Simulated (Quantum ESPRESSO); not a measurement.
Set up this calculation in Quantum ESPRESSO 7.5, as the native input.

- Task: single point
- Functional: PBEsol
- Potentials or basis: GBRV 1.5 PBEsol
- Cutoff: 612 eV
- Density cutoff: 4898 eV
- k mesh: 10 × 10 × 8
- Occupations: fermi-dirac, width 0.05 eV
- Spin: no spin polarisation
- Hubbard terms: Hf d U = 3 eV
- Hubbard projectors: ortho-atomic
- Mixing beta: 0.3
- Most SCF iterations: 120
- SCF threshold: 6e-10 Ry

The system is HfB2.

```
CELL_PARAMETERS angstrom
3.14000 0.00000 0.00000
-1.57000 2.71932 0.00000
0.00000 0.00000 3.48000
ATOMIC_POSITIONS crystal
Hf 0.00000 0.00000 0.00000
B 0.66667 0.33333 0.50000
B 0.33333 0.66667 0.50000
```

One way to write it, as run:

pw.in

```
&CONTROL
  calculation = 'scf'
  prefix = 'pwscf'
  outdir = './tmp'
  pseudo_dir = './pseudo'
  tprnfor = .true.
  tstress = .true.
  disk_io = 'nowf'
/
&SYSTEM
  ibrav = 0
  nat = 3
  ntyp = 2
  ecutwfc = 45
  ecutrho = 360
  nbnd = 18
  occupations = 'smearing'
  smearing = 'fd'
  degauss = 0.00367493
/
&ELECTRONS
  conv_thr = 6d-10
  electron_maxstep = 120
  mixing_beta = 0.3
/
ATOMIC_SPECIES
Hf   178.4900 hf_pbesol_v1.uspp.F.UPF
B     10.8100 b_pbesol_v1.4.uspp.F.UPF
CELL_PARAMETERS angstrom
   3.1400000000    0.0000000000    0.0000000000
  -1.5700000000    2.7193197679    0.0000000000
   0.0000000000    0.0000000000    3.4800000000
ATOMIC_POSITIONS crystal
Hf     0.0000000000    0.0000000000    0.0000000000
B      0.6666666667    0.3333333333    0.5000000000
B      0.3333333333    0.6666666667    0.5000000000
K_POINTS automatic
10 10 8 0 0 0
HUBBARD {ortho-atomic}
U Hf-5d 3.0
```

Potentials or basis: GBRV 1.5 PBEsol.

Run with:

```sh
$ OMP_NUM_THREADS=1 mpirun -n 2 pw.x -nk 2 -in pw.in > pw.out
```

It gave:

The pressure is 0.5 GPa and the band gap on the k mesh is none (metal or under the smearing width).

Caveat: U without spin polarisation on a metal has little footing; the U is typed as a test and isn't derived for this compound.

Wall time 12 s on 2 MPI ranks on Arm Neoverse V2, on a shared host, peak memory 0.28 GiB a rank.
